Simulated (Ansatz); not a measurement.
A run of Ansatz 0.2.0 is set up as follows.

input

```
crystal:
  lattice:
    - [0.0, 3.018, 3.018]
    - [3.018, 0.0, 3.018]
    - [3.018, 3.018, 0.0]
  atoms:
    - { symbol: In, position: [0.0, 0.0, 0.0] }
    - { symbol: As, position: [0.75, 0.75, 0.75] }
hamiltonian:
  xc: pbe0
  pseudopotentials: { kind: paw }
kpoints:
  mp_grid: { grid: [6, 6, 6] }
scf:
  occupations: { method: fermi_dirac, width: 0.05 }
output:
  forces: true
  stress: true
  eigenvalues: true
```

**Question.** What does it give for the band gap on the k mesh?

**Answer.** 1.13 eV, direct.

**Question.** Predict the pressure.

**Answer.** 2.1 GPa.

Caveat: spin-orbit coupling is left out, which moves the levels of the heavy elements; the PAW data sets come from PBE, with cores solved anew for the run's functional, which leaves a small shift of forces and pressure; the thresholds are loose for stress.

**What was measured.**

From a printed reference work, data compilation, for a bulk crystal of InAs at 4.2 K: band gap 0.418 eV (direct).

A measured gap of InAs is 0.418 eV (direct; 4.2 K; a printed reference work, data compilation); the calculated 1.13 eV misses it by +0.71 eV. Spin-orbit coupling on As, In is left out. The value is that of PBE0, without temperature or zero-point motion.
